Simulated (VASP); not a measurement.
# ZnO (P6_3mc) in VASP: Born charges and dielectric tensor with PBE

Aim: the Born charges and dielectric tensor of ZnO with PBE.

Program: VASP 6.6.1. These are calculated values, not measurements. Logs are shortened: lines on timing, memory, paths and dates and some standing lists are left out, and cuts for length are marked.

**Measured values to compare with.**

“Electronic structure of alkaline earth and post-transition metal oxides”, 2009, arxiv:0908.1581 quotes, for a bulk crystal of ZnO: band gap 3.37 eV.

The results are compared with them further down.

## Step 1: The structure

The structure is hexagonal, space group P6_3mc (No. 186). Conventional cell: a = 3.286 Å, b = 3.286 Å, c = 5.302 Å, α = 90.00°, β = 90.00°, γ = 120.00°. Zn (site symmetry 3m) has 4 O at 2.00 to 2.01 Å as nearest neighbours. O (site symmetry 3m) has 4 Zn at 2.00 to 2.01 Å as nearest neighbours.

## Step 2: Born charges and dielectric tensor, PBE

The input, INCAR:

```
SYSTEM = ZnO
ALGO = Normal
EDIFF = 1E-8
ENCUT = 700
GGA = PE
IBRION = 8
ISIF = 2
ISMEAR = 0
KPAR = 4
LASPH = .TRUE.
LCHARG = .FALSE.
LEPSILON = .TRUE.
LREAL = .FALSE.
LWAVE = .FALSE.
NELM = 80
NSW = 1
PREC = Accurate
SIGMA = 0.02
```

The input, KPOINTS:

```
k-points
0
G
  12 12 6
  0 0 0
```

The input, POSCAR:

```
ZnO                                     
1.0
    3.2858509304      0.0000000000      0.0000000000
   -1.6429254652      2.8456303759      0.0000000000
    0.0000000000      0.0000000000      5.3020605763
  Zn              O             
     2     2
Direct
     0.3333333300000021    0.6666666699999979    0.4999283121131048
     0.6666666699999979    0.3333333300000021    0.9999283121131046
     0.6666666699999979    0.3333333300000021    0.3790816878868962
     0.3333333300000021    0.6666666699999979    0.8790816878868963
```

Potentials or basis: VASP PAW PBE potentials, release 64 (Zn, O).

Launch:

```console
> cat potpaw_PBE.64/Zn/POTCAR potpaw_PBE.64/O/POTCAR > POTCAR
> mpirun -np 4 vasp_std > vasp.out
```

OUTCAR:

```text
SYSTEM = ZnO
   EDIFF = 1E-8
   ENCUT = 700
   GGA = PE
   IBRION = 8
   ISIF = 2
   ISMEAR = 0
   LASPH = .TRUE.
   LEPSILON = .TRUE.
   LREAL = .FALSE.
   NELM = 80
   NSW = 1
   PREC = Accurate

 ion  position               nearest neighbor table
   1  0.333  0.667  0.500-   3 2.00   3 2.00   3 2.00   4 2.01
   2  0.667  0.333  1.000-   4 2.00   4 2.00   4 2.00   3 2.01
   3  0.667  0.333  0.379-   1 2.00   1 2.00   1 2.00   2 2.01
   4  0.333  0.667  0.879-   2 2.00   2 2.00   2 2.00   1 2.01

  LATTYP: Found a hexagonal cell.
 ALAT       =     3.2858509304
 C/A-ratio  =     1.6136035044

  Lattice vectors:

 A1 = (   3.2858509304,   0.0000000000,   0.0000000000)
 A2 = (  -1.6429254652,   2.8456303759,   0.0000000000)
 A3 = (   0.0000000000,   0.0000000000,   5.3020605763)

Analysis of symmetry for initial positions (statically):
=====================================================================
 Subroutine PRICEL returns:
 Original cell was already a primitive cell.

 Routine SETGRP: Setting up the symmetry group for a
 hexagonal supercell.

 Subroutine GETGRP returns: Found 12 space group operations
 (whereof  6 operations were pure point group operations)
 out of a pool of 24 trial point group operations.

The static configuration has the point symmetry C_3v.
 The point group associated with its full space group is C_6v.

Analysis of symmetry for dynamics (positions and initial velocities):
=====================================================================
 Subroutine PRICEL returns:
 Original cell was already a primitive cell.

 Routine SETGRP: Setting up the symmetry group for a
 hexagonal supercell.

 Subroutine GETGRP returns: Found 12 space group operations
 (whereof  6 operations were pure point group operations)
 out of a pool of 24 trial point group operations.

The dynamic configuration has the point symmetry C_3v.
 The point group associated with its full space group is C_6v.

 Subroutine INISYM returns: Found 12 space group operations
 (whereof  6 operations are pure point group operations),
 and found     1 'primitive' translations

----------------------------------------------------------------------------------------

                                     Primitive cell

  volume of cell :      49.5759

  direct lattice vectors                    reciprocal lattice vectors
     3.285850930  0.000000000  0.000000000     0.304335170  0.175707992  0.000000000
    -1.642925465  2.845630376  0.000000000     0.000000000  0.351415984  0.000000000
     0.000000000  0.000000000  5.302060576     0.000000000  0.000000000  0.188605918

  length of vectors
     3.285850930  3.285850928  5.302060576     0.351415984  0.351415984  0.188605918

  position of ions in fractional coordinates (direct lattice)
     0.333333330  0.666666670  0.499928312
     0.666666670  0.333333330  0.999928312
     0.666666670  0.333333330  0.379081688
     0.333333330  0.666666670  0.879081688

  ion indices of the primitive-cell ions
   primitive index   ion index
[... 792 lines left out ...]
     0.39297  0.00000 -0.00000
    -0.00000  0.39297 -0.00000
     0.00000  0.00000 -0.79017

[... ionic steps 4 to 9 ...]

--------------------------------------- Ionic step       10  -------------------------------------------

------------------------ aborting loop because EDIFF is reached ----------------------------------------

[... ionic steps 11 to 11 ...]

--------------------------------------- Ionic step       12  -------------------------------------------

 Free energy of the ion-electron system (eV)
  ---------------------------------------------------
  ---------------------------------------------------
  free energy    TOTEN  =        -0.37897814 eV

  energy without entropy =       -0.37897814

------------------------ aborting loop because EDIFF is reached ----------------------------------------

 INTERNAL STRAIN TENSOR  FOR ION    3  DIRECTION 3   (eV/Angst):
 -----------------------------------------------------------------------------
     3.79186  0.00000  0.00000
    -0.00000  3.79186  0.00000
     0.00000  0.00000 -7.49441

 MACROSCOPIC STATIC DIELECTRIC TENSOR (including local field effects in DFT)
 ------------------------------------------------------
           5.614902     0.000000     0.000000
          -0.000000     5.614902     0.000000
           0.000000     0.000000     5.617140
 ------------------------------------------------------

 PIEZOELECTRIC TENSOR (including local field effects)  for field in x, y, z        (e  Angst)
          XX          YY          ZZ          XY          YZ          ZX
  --------------------------------------------------------------------------------
  x     0.00000     0.00000     0.00000     0.00000     0.00000     1.27359
  y    -0.00000    -0.00000    -0.00000     0.00000     1.27359     0.00000
  z     1.21597     1.21597    -2.44501     0.00000     0.00000     0.00000

 PIEZOELECTRIC TENSOR (including local field effects)  for field in x, y, z        (C/m^2)
          XX          YY          ZZ          XY          YZ          ZX
  --------------------------------------------------------------------------------
  x     0.00000     0.00000     0.00000     0.00000     0.00000     0.41159
  y    -0.00000    -0.00000    -0.00000     0.00000     0.41160     0.00000
  z     0.39297     0.39297    -0.79017     0.00000     0.00000     0.00000

 BORN EFFECTIVE CHARGES (including local field effects) (in |e|, cummulative output)
 ---------------------------------------------------------------------------------
 ion    1
    1     2.13743     0.00000     0.00000
    2     0.00000     2.13743     0.00000
    3     0.00000    -0.00000     2.19225
 ion    2
    1     2.13743    -0.00000     0.00000
    2     0.00000     2.13743     0.00000
    3    -0.00000     0.00000     2.19225
 ion    3
    1    -2.13743     0.00000     0.00000
    2     0.00000    -2.13743     0.00000
    3     0.00000     0.00000    -2.19225
 ion    4
    1    -2.13743     0.00000     0.00000
    2    -0.00000    -2.13743     0.00000
    3     0.00000     0.00000    -2.19225

 INTERNAL STRAIN TENSOR FOR ION    4 for displacements in x,y,z  (eV/Angst):
          X           Y           Z          XY          YZ          ZX
  --------------------------------------------------------------------------------
  x     0.00000     0.00000     0.00000    -7.00798    -0.00000     3.63478
  y    -7.00798     7.00798     0.00000     0.00000     3.94505     0.00000
  z     3.79186     3.79186    -7.49441     0.00000     0.00000     0.00000

 SECOND DERIVATIVES (NOT SYMMETRIZED)
 ------------------------------------
               1X          1Y          1Z          2X          2Y          2Z          3X          3Y          3Z          4X          4Y          4Z
  1X    -6.735269   -0.000000    0.000000    0.277749   -0.000000    0.000000    6.333391    0.000000    0.000000    0.124129    0.000000    0.000000
  1Y    -0.000000   -6.735269   -0.000000   -0.000000    0.277749   -0.000000   -0.000000    6.333391    0.000000    0.000000    0.124129    0.000000
  1Z     0.000000    0.000000  -10.507553    0.000000   -0.000000    4.700697    0.000000   -0.000000    1.582076    0.000000   -0.000000    4.224779
  2X     0.277749   -0.000000    0.000000   -6.735269   -0.000000    0.000000    0.124129    0.000000    0.000000    6.333391    0.000000   -0.000000
  2Y    -0.000000    0.277749    0.000000    0.000000   -6.735269    0.000000    0.000000    0.124129    0.000000   -0.000000    6.333391    0.000000
  2Z     0.000000    0.000000    4.700697   -0.000000   -0.000000  -10.507553    0.000000    0.000000    4.224779    0.000000    0.000000    1.582076
  3X     6.327976    0.000000    0.000000    0.109607   -0.000000    0.000000   -7.300118    0.000000   -0.000000    0.862536   -0.000000    0.000000
  3Y     0.000000    6.327976    0.000000   -0.000000    0.109607    0.000000   -0.000000   -7.300118    0.000000    0.000000    0.862536    0.000000
  3Z     0.000000    0.000000    1.526782    0.000000    0.000000    4.234838    0.000000    0.000000  -10.462802    0.000000    0.000000    4.701182
  4X     0.109607    0.000000    0.000000    6.327976   -0.000000   -0.000000    0.862536   -0.000000   -0.000000   -7.300118    0.000000    0.000000
  4Y    -0.000000    0.109607   -0.000000    0.000000    6.327976   -0.000000   -0.000000    0.862536   -0.000000    0.000000   -7.300118   -0.000000
  4Z    -0.000000    0.000000    4.234838    0.000000    0.000000    1.526782    0.000000    0.000000    4.701182    0.000000    0.000000  -10.462802

 Eigenvectors and eigenvalues of the dynamical matrix
 ----------------------------------------------------

   1 f  =   15.295014 THz    96.101405 2PiTHz  510.186741 cm-1    63.255066 meV
             X         Y         Z           dx          dy          dz
     -0.000000  1.897087  2.650650    -0.000000   -0.000000   -0.080193
      1.642925  0.948543  5.301680     0.000000    0.000000    0.080193
      1.642925  0.948543  2.009914     0.000000    0.000000   -0.702545
     -0.000000  1.897087  4.660944    -0.000000   -0.000000    0.702545
[... 71 lines left out ...]
  12 f/i=    0.016316 THz     0.102515 2PiTHz    0.544237 cm-1     0.067477 meV
             X         Y         Z           dx          dy          dz
     -0.000000  1.897087  2.650650     0.000000   -0.000000    0.633315
      1.642925  0.948543  5.301680     0.000000   -0.000000    0.633315
      1.642925  0.948543  2.009914     0.000000   -0.000000    0.314503
     -0.000000  1.897087  4.660944     0.000000   -0.000000    0.314503

--------------------------------------------------------------------------------------------------------

 MACROSCOPIC STATIC DIELECTRIC TENSOR IONIC CONTRIBUTION
 ------------------------------------------------------
           5.172635     0.000000    -0.000000
           0.000000     5.172635    -0.000000
          -0.000000    -0.000000     6.065368
 ------------------------------------------------------

 ELASTIC MODULI CONTR FROM IONIC RELAXATION (kBar)
 Direction    XX          YY          ZZ          XY          YZ          ZX
 --------------------------------------------------------------------------------
 XX        -556.3188    234.9799    318.0886      0.0000      0.0000      0.0000
 YY         234.9799   -556.3188    318.0886     -0.0000     -0.0000     -0.0000
 ZZ         318.0886    318.0886   -629.7422      0.0000     -0.0000     -0.0000
 XY           0.0000     -0.0000      0.0000   -395.6494     -0.0000     -0.0000
 YZ           0.0000     -0.0000     -0.0000     -0.0000   -142.1269     -0.0000
 ZX           0.0000     -0.0000     -0.0000     -0.0000     -0.0000   -136.4290
 --------------------------------------------------------------------------------

 PIEZOELECTRIC TENSOR IONIC CONTR  for field in x, y, z        (C/m^2)
          XX          YY          ZZ          XY          YZ          ZX
  --------------------------------------------------------------------------------
  x     0.00000    -0.00000    -0.00000    -0.00000    -0.00000    -0.79046
  y     0.00000    -0.00000    -0.00000    -0.00000    -0.80680    -0.00000
  z    -0.92890    -0.92890     1.83900    -0.00000     0.00000     0.00000
```

Run time: 7.4 min. Hardware: 4 MPI ranks of AMD EPYC 9R45 (Zen 5), shared host; peak memory 1.5 GiB.

What came out:

* Band gap on the k mesh: 0.72 eV, direct
* Electronic dielectric tensor (diagonal): 5.61, 5.61, 5.62
* Born charges (mean of the diagonal): Zn +2.16; O -2.16 e
* Highest phonon frequency at Γ, LO-TO splitting left out: 510 cm⁻¹

Levels at points of the mesh, in eV from the valence-band top:
| k point | band 15 | band 16 | band 17 | band 18 | band 19 | band 20 | band 21 | band 22 |
| --- | --- | --- | --- | --- | --- | --- | --- | --- |
| (0.00, 0.00, 0.00) | -0.75 | -0.08 | 0.00 | 0.00 | 0.72 | 5.07 | 8.06 | 12.70 |
| (0.50, 0.00, 0.00) | -2.71 | -2.13 | -1.22 | -0.79 | 5.60 | 6.82 | 7.52 | 8.23 |
| (0.00, 0.00, 0.50) | -0.37 | -0.37 | -0.37 | -0.37 | 3.35 | 3.35 | 9.90 | 9.90 |
| (0.50, 0.00, 0.50) | -1.42 | -1.42 | -1.31 | -1.31 | 5.63 | 5.63 | 8.20 | 8.20 |

Phonon frequencies in cm⁻¹ (negative: imaginary):
```tsv
q point	frequencies
(0.000, 0.000, 0.000)	-1 0 0 91 91 246 349 369 369 400 400 510
```

Electronic dielectric tensor:
```
5.61 0.00 0.00
0.00 5.61 0.00
0.00 0.00 5.62
```

Born effective charge tensors (e):
atom 1, Zn
```
2.14 0.00 0.00
0.00 2.14 0.00
0.00 0.00 2.19
```
atom 2, Zn
```
2.14 0.00 0.00
0.00 2.14 0.00
0.00 0.00 2.19
```
atom 3, O
```
-2.14  0.00  0.00
 0.00 -2.14  0.00
 0.00  0.00 -2.19
```
atom 4, O
```
-2.14  0.00  0.00
 0.00 -2.14  0.00
 0.00  0.00 -2.19
```

## Step 3: Comparison with measurements

Step 2. A measured gap of ZnO is 3.37 eV (quoted in “Electronic structure of alkaline earth and post-transition metal oxides”, 2009, arxiv:0908.1581); the calculated 0.72 eV misses it by -2.65 eV. So large a miss can be the level of theory's own, or it may mean another phase, state or a wrong row. The value is that of PBE, without temperature or zero-point motion. Semilocal functionals fall short of measured gaps as a rule.
